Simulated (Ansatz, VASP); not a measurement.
# TiCo in VASP and in Ansatz

```xyz
2
Lattice="2.9338 0.0000 0.0000 0.0000 2.9338 0.0000 0.0000 0.0000 2.9338" Properties=species:S:1:pos:R:3 pbc="T T T"
Ti    0.0000    0.0000    0.0000
Co    1.4669    1.4669    1.4669
```

Alike in both runs: functional PBEsol; k mesh 6 × 6 × 6; occupations gaussian, width 0.1 eV; collinear spin.

Ansatz relaxed the structure, and its values are those at the end. VASP's run is a single point on that final structure, the one shown.

|  | VASP | Ansatz |
| --- | --- | --- |
| version | VASP 6.6.1 | Ansatz 0.2.0 |
| potentials or method | VASP PAW PBE potentials, release 64 (Ti_sv, Co) | scalar-relativistic, plane waves, PAW |
| plane-wave cutoff (eV) | 520 | 420 |
| valence electrons in the cell | 21 | 29 |

Ansatz gave:

```
gap on the k mesh at the Fermi level (eV)                     : none
pressure (GPa)                                                : 0.2
net moment per atom (μB)                                      : 0.09
size of the moment on the site where the two differ most (μB) : 0.25
```

Question: Which values does VASP return?

Answer: gap on the k mesh at the Fermi level (eV): none; pressure (GPa): -0.3; net moment per atom (μB): 0.09; size of the moment on the site where the two differ most (μB): 0.23.

Site moments also hang on the region over which each program counts them. A gap of «none» marks a metal or a gap that the smearing closes. The two sets of potentials don't hold the same shells in valence.

Caveats: the PAW data sets were made with another functional, which shifts forces and pressure a little (VASP).
